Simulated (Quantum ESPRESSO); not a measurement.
# InPd: Wannier functions under several settings

```
CELL_PARAMETERS angstrom
3.27188 0.00000 0.00000
0.00000 3.27188 0.00000
0.00000 0.00000 3.27188
ATOMIC_POSITIONS crystal
In 0.00000 0.00000 0.00000
Pd 0.50000 0.50000 0.50000
```

The cell comes from a database or a generator and needn't be the stable form of this composition.

All runs used Quantum ESPRESSO 7.5; potentials GBRV 1.5 PBEsol; k mesh 6 × 6 × 6; given cell; no spin polarisation; cutoff 762 eV; occupations fermi-dirac, width 0.05 eV.

| level | start | Wannier mesh | spread a function (Å²) | RMS miss of the bands (meV) |
| --- | --- | --- | --- | --- |
| PBEsol | atomic projections with disentanglement | 5 × 5 × 5 | ? | ? |
| PBEsol | atomic projections with disentanglement, not minimised | 5 × 5 × 5 | 1.37 | 20 |
| PBEsol | SCDM with an erfc weight | 5 × 5 × 5 | 2.49 | 114 |

**Question.** What stands in the row left open?

**Answer.** Spread a function 1.01 Å²; RMS miss of the bands 9 meV.

For the row left open. Caveat: the k mesh is coarse.
